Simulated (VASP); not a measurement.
# Sr: intraband terms of a metal's spectrum

Sr, C2/m (no. 12), 3 atoms in the cell. PBE, independent-particle dielectric function; PAW potentials Sr_sv (PBE set).

## Input

INCAR.step1:
```
SYSTEM = Sr
EDIFF = 1E-7
ENCUT = 270
ISMEAR = 1
KPAR = 4
LASPH = .TRUE.
LCHARG = .TRUE.
LMAXMIX = 4
LWAVE = .FALSE.
PREC = Accurate
SIGMA = 0.1
```

INCAR.step2:
```
SYSTEM = Sr
CSHIFT = 0.1
EDIFF = 1E-6
ENCUT = 270
ICHARG = 11
ISMEAR = 0
KPAR = 4
LASPH = .TRUE.
LCHARG = .FALSE.
LMAXMIX = 4
LWAVE = .TRUE.
NBANDS = 37
NEDOS = 3000
OMEGAMAX = 30
PREC = Accurate
SIGMA = 0.3
```

INCAR.step3, as INCAR.step2 but for:
```
- LWAVE = .TRUE.
+ ALGO = None
+ ISTART = 1
+ LOPTICS = .TRUE.
+ LWAVE = .FALSE.
+ NELM = 1
```

INCAR.step4, as INCAR.step3 but for:
```
+ WPLASMAI = 0.03
```

INCAR.step5 to INCAR.step6 change the same tag again: WPLASMAI = 0.1, 0.3.

INCAR.step7, as INCAR.step6 but for:
```
- WPLASMAI = 0.3
+ RTIME = 20
```

INCAR.step8, as INCAR.step7 but for:
```
- RTIME = 20
+ RTIME = 5
```

INCAR.step9, as INCAR.step8 but for:
```
- RTIME = 5
+ LNABLA = .TRUE.
```

INCAR.step10, as INCAR.step9 but for:
```
- ISMEAR = 0
- LNABLA = .TRUE.
+ ISMEAR = -5
```

KPOINTS.step1:
```
k-points
0
Gamma
  7 7 3
```

KPOINTS.step2:
```
k-points
0
Gamma
  8 8 3
```

POSCAR:
```
Sr
1.0
    3.7437411953     -2.1636345507      0.0000000000
    3.7437411953      2.1636345507      0.0000000000
   -2.5249313947      0.0000000000     10.5801523658
Sr
3
Direct
    0.7776556500      0.7776556500      0.8333292200
    0.2223443500      0.2223443500      0.1666707800
    0.0000000000      0.0000000000      0.5000000000
```

Commands (each step's output is kept before the next begins):
```
cat potpaw_PBE.64/Sr_sv/POTCAR > POTCAR
cp INCAR.step1 INCAR
cp KPOINTS.step1 KPOINTS
mpirun -np 4 vasp_std > vasp.out
cp INCAR.step2 INCAR
cp KPOINTS.step2 KPOINTS
mpirun -np 4 vasp_std > vasp.out
cp INCAR.step3 INCAR
mpirun -np 4 vasp_std > vasp.out
cp INCAR.step4 INCAR
mpirun -np 4 vasp_std > vasp.out
cp INCAR.step5 INCAR
mpirun -np 4 vasp_std > vasp.out
cp INCAR.step6 INCAR
mpirun -np 4 vasp_std > vasp.out
cp INCAR.step7 INCAR
mpirun -np 4 vasp_std > vasp.out
cp INCAR.step8 INCAR
mpirun -np 4 vasp_std > vasp.out
cp INCAR.step9 INCAR
mpirun -np 4 vasp_std > vasp.out
cp INCAR.step10 INCAR
mpirun -np 4 vasp_std > vasp.out
```

## Result

- Direct gap on the mesh (eV): 0.05
- Gap on the mesh (eV): -0.12
- Bands: 37

One ground state, settings moved in the last step alone:

| Settings | Plasma frequency (eV) | Im ε at 0.5 eV | Im ε at 1 eV | Im ε at 2 eV | Im ε at 4 eV | Time (s) |
|---|---|---|---|---|---|---|
| interband part alone | 2.60 | 49.3 | 23.5 | 5.8 | 1.5 | 17 |
| Drude term, WPLASMAI 0.03 | 2.60 | 51.0 | 23.7 | 5.8 | 1.5 | 16 |
| Drude term, WPLASMAI 0.1 | 2.60 | 54.5 | 24.1 | 5.8 | 1.5 | 16 |
| Drude term, WPLASMAI 0.3 | 2.60 | 61.3 | 25.3 | 6.0 | 1.5 | 16 |
| relaxation time RTIME 20 fs | 2.60 | 51.1 | 23.7 | 5.8 | 1.5 | 16 |
| relaxation time RTIME 5 fs | 2.60 | 56.0 | 24.3 | 5.9 | 1.5 | 15 |
| transversal form (LNABLA) | 2.58 | 48.6 | 23.1 | 5.7 | 1.4 | 14 |
| tetrahedron method | – | – | – | – | – | no result |

VASP 6.6.1 took 179 s on 4 cores (AMD EPYC 7R43 (Zen 3)), a shared host.
